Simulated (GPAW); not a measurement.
Runs of GPAW 26.7.0 on SnO2. It takes space group Pnnm (No. 58, orthorhombic). Conventional cell: a = 4.788 Å, b = 4.867 Å, c = 3.241 Å, α = 90.00°, β = 90.00°, γ = 90.00°. Sn (site symmetry 2/m) has 6 O at 2.09 to 2.10 Å as nearest neighbours. O (site symmetry m) is surrounded by 3 Sn at 2.09 to 2.10 Å. The cell is a database's computed one.

| task | level | potentials or basis | k mesh | band path | band points | gap on the mesh (eV) | pressure (GPa) | largest force (eV/Å) |
| --- | --- | --- | --- | --- | --- | --- | --- | --- |
| band structure | LDA | the program's PAW data sets (release 1.2.1) made for this functional, pw | 4 × 4 × 6 | GXSYGZURTZ,YT,UX,SR | 60 | 0.70 | -12.9 | (b) |
| single point | PBE | GPAW PAW data sets (gpaw-data 1.2.1), pw | 6 × 6 × 8 | - | - | 0.83 | -1.8 | (c) |
| band structure | r2SCAN | GPAW PAW data sets (gpaw-data 1.2.1), pw | 4 × 4 × 6 | GXSYGZURTZ,YT,UX,SR | 60 | 1.45 | -9.3 | 0.15 |
| single point | TB-mBJ | GPAW PAW data sets for LDA (gpaw-data 1.2.1), pw | 4 × 4 × 6 | - | - | (a) | - | - |

Alike in all rows: no spin polarisation; cell as given; cutoff (eV) 800; smearing fermi-dirac 0.05 eV.

Problem. Fill in the values left out.

Solution. (a) 2.55; (b) 0.20; (c) 0.09.

Caveats: spin-orbit coupling is left out, which moves the levels of the heavy elements; the PAW data sets were made with another functional, which shifts forces and pressure a little (some runs); a model potential gives levels but no total energy (some runs).

A k mesh can miss the band edges, and the runs leave out spin-orbit coupling on Sn.
